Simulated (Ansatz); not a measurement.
# Al: energy along a strain

Al, Fm-3m, a = 4.048 Å (as given, not relaxed at this level: -3.8 GPa). Ansatz: PBE+D3(BJ), PAW, 420 eV, Γ-centred 20×20×20 mesh on 1 atom, Gaussian smearing 0.15 eV; no spin polarisation. Cell vectors (Å): 0.000 2.024 2.024; 2.024 0.000 2.024; 2.024 2.024 0.000. The cell is strained by x per cent times the pattern (0 0 1 0 0 0) in the order xx yy zz yz xz xy (engineering shears), with fractional coordinates held. y is the free energy over the start, V0 = 16.582 Å³/atom.

```tsv
x (%)	y (meV/atom)
-6.00	?
-4.50	-6.81
-3.00	-7.60
-1.50	-4.99
0.00	0.00
1.50	6.76
3.00	15.86
4.50	26.91
5.25	32.99
6.00	39.45
```

Task: Fit y = c1 x + c2 x² + c3 x³ to the other rows, get the stiffness along the pattern, and predict the missing energy.

Result: Least squares on the rows shown. y = 3.9612 x + 0.49139 x² − 0.0094964 x³. The clamped-ion stiffness p·C·p = 2 × 4.914 eV × 160.2 / 16.582 Å³ = 95 GPa, which is C33 in these axes (C11 of the cubic crystal) (second derivative at the start, which stands under stress). With a term in x⁴ added, the coefficient of x² becomes 0.4600, 6 % less, which shows how far this figure hangs on the form. At x = -6.00 the fit asked for gives -4.03 meV/atom. The run gave -2.07 meV/atom, so the fit is 1.96 meV/atom too low, 4.2 % of the span of the series, against an rms of 0.20 meV/atom on the fitted rows. The row lies outside the fitted range. With a term in x⁴ added, a fit to the same known rows predicts -2.45 meV/atom, so most of the miss is curvature that the known rows already hold.